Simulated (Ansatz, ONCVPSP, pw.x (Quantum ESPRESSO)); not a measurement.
From atom to crystal: ONCV potential for Ti (Z = 22)

- Element: Ti (Z = 22)
- Generator: ONCVPSP 4.0.1.1 (patched build)
- Type: optimised norm-conserving Vanderbilt (ONCV)
- Functional: PBE
- Relativity: scalar-relativistic
- Frozen core: [Ne]
- Valence charge: 12
- Reference configuration: 3s2 3p6 3d2 4s1.75 4p0.25
- Partial waves: 3s+4s: rc 1.85 bohr, ncon 4, nbas 8, qcut 6.7 1/bohr, 2 projectors; 3p+4p: rc 2.15 bohr, ncon 4, nbas 8, qcut 7.1 1/bohr, 3 projectors, debl 2.5 Ha; 3d: rc 2.60 bohr, ncon 4, nbas 8, qcut 5.4 1/bohr, 1 projector
- Local potential: polynomial inside 1.45 bohr (lpopt 5, dvloc0 -1 Ha)
- Core correction: none

Atomic tests: cutoffs needed: 16 Ha and 19 Ha (the cutoffs (Ha) at which the residual kinetic energy of the hardest occupied pseudo-wave falls to 1 and 0.1 mHa per electron); ghost test: no bound ghost flagged; no localised positive-energy state flagged; largest excitation error: -29 meV (all-electron minus pseudo) for 3s2 3p6 3d2 4s0 4p0, out of 4 test configurations.

Crystal test: fcc Ti in pw.x 7.5, no spin, 14³ k-points, Fermi–Dirac smearing 0.01 Ry, cutoffs 45/180 Ry. The reference is all-electron LAPW (Ansatz 0.2.0) with the same functional, mesh and smearing; V0 and B0 come from Birch–Murnaghan fits to the pressures at five volumes. Errors are pseudo minus all-electron; Δ is the rms difference of the E(V) curves that follow from these fits, minima aligned, over ±6 % about the mean V0. Mesh and smearing are coarse, so the numbers serve the comparison and aren't converged zero-temperature values; the lattice is a test structure that the element need not adopt.

| V (Å³/atom) | P all-electron (GPa) | P pseudo (GPa) |
| --- | --- | --- |
| 16.608 | 5.83 | 8.98 |
| 17.045 | 2.70 | 5.71 |
| 17.482 | -0.10 | 2.77 |
| 17.919 | -2.60 | 0.11 |
| 18.356 | -4.83 | -2.29 |

All-electron: a0 = 4.119 Å (V0 = 17.47 Å³/atom), B0 = 106.1 GPa.

Pseudopotential: mean pressure error (GPa): +2.86; a0 (Å): 4.155; a0 error (%): +0.89; B0 error (%): -2.9; Δ (meV/atom): 10.7. This is a poor potential for the solid.

At the middle volume, how do free energy and pressure move when the wave cutoff is lowered (ecutrho kept at four times it)?

| cutoff (Ry) | shift of F (meV/atom) | shift of P (GPa) |
| --- | --- | --- |
| 20 | +8720.6 | -291.21 |
| 27 | +1169.5 | -59.09 |
| 36 | +52.8 | -4.47 |

Input at the middle volume:

```
&control
  calculation='scf', prefix='x', pseudo_dir='./', outdir='./tmp', tstress=.true., disk_io='none'
/
&system
  ibrav=0, nat=1, ntyp=1, ecutwfc=45, ecutrho=180, nbnd=14,
  occupations='smearing', smearing='fd', degauss=0.01
/
&electrons
  conv_thr=1e-09, mixing_beta=0.4, electron_maxstep=70
/
ATOMIC_SPECIES
Ti 1.0 Ti.UPF
CELL_PARAMETERS angstrom
  0.00000000 2.05993590 2.05993590
  2.05993590 0.00000000 2.05993590
  2.05993590 2.05993590 0.00000000
ATOMIC_POSITIONS crystal
Ti 0.0000 0.0000 0.0000
K_POINTS automatic
14 14 14 0 0 0
```

```bash
pw.x < Ti.scf.in > Ti.scf.out
```

Lines of the output:

```
Message from routine setup:
     using ibrav=0 with symmetry is DISCOURAGED, use correct ibrav instead
     lattice parameter (alat)  =       5.5051  a.u.
     unit-cell volume          =     117.9744 (a.u.)^3
     number of electrons       =        12.00
     number of Kohn-Sham states=           14
     kinetic-energy cutoff     =      45.0000  Ry
     charge density cutoff     =     180.0000  Ry
     scf convergence threshold =      1.0E-09
     Exchange-correlation= PBE
     number of k points=   104  Fermi-Dirac smearing, width (Ry)=  0.0100
     iteration #  1     ecut=    45.00 Ry     beta= 0.40
     total energy              =    -114.27325754 Ry
     estimated scf accuracy    <       0.02731248 Ry
     iteration #  2     ecut=    45.00 Ry     beta= 0.40
     total energy              =    -114.27520312 Ry
     estimated scf accuracy    <       0.00236871 Ry
     iteration #  3     ecut=    45.00 Ry     beta= 0.40
     total energy              =    -114.27550985 Ry
     estimated scf accuracy    <       0.00018804 Ry
     iteration #  4     ecut=    45.00 Ry     beta= 0.40
     total energy              =    -114.27551865 Ry
     estimated scf accuracy    <       0.00000434 Ry
     iteration #  5     ecut=    45.00 Ry     beta= 0.40
     total energy              =    -114.27551714 Ry
     estimated scf accuracy    <       0.00000299 Ry
     iteration #  6     ecut=    45.00 Ry     beta= 0.40
     total energy              =    -114.27551738 Ry
     estimated scf accuracy    <       0.00000016 Ry
     iteration #  7     ecut=    45.00 Ry     beta= 0.40
     total energy              =    -114.27551742 Ry
     estimated scf accuracy    <       0.00000006 Ry
     iteration #  8     ecut=    45.00 Ry     beta= 0.40
     total energy              =    -114.27551742 Ry
     estimated scf accuracy    <          4.7E-09 Ry
     iteration #  9     ecut=    45.00 Ry     beta= 0.40
     the Fermi energy is    13.5837 ev
!    total energy              =    -114.27551742 Ry
     estimated scf accuracy    <          2.3E-12 Ry
     smearing contrib. (-TS)   =      -0.00767156 Ry
     The total energy is F=E-TS. E is the sum of the following terms:
     one-electron contribution =     -37.86454824 Ry
     hartree contribution      =      22.51816919 Ry
     xc contribution           =     -14.11944654 Ry
     ewald contribution        =     -84.80202026 Ry
     convergence has been achieved in   9 iterations
          total   stress  (Ry/bohr**3)                   (kbar)     P=       27.67
     Message from routine punch:
     Nothing written, as per user request (disk_io='none')
```

The run at the middle volume (104 k-points, 9 iterations) took about 18 s on one core of a shared host (Neoverse-N1, 64 threads, 124 GiB, load 59).
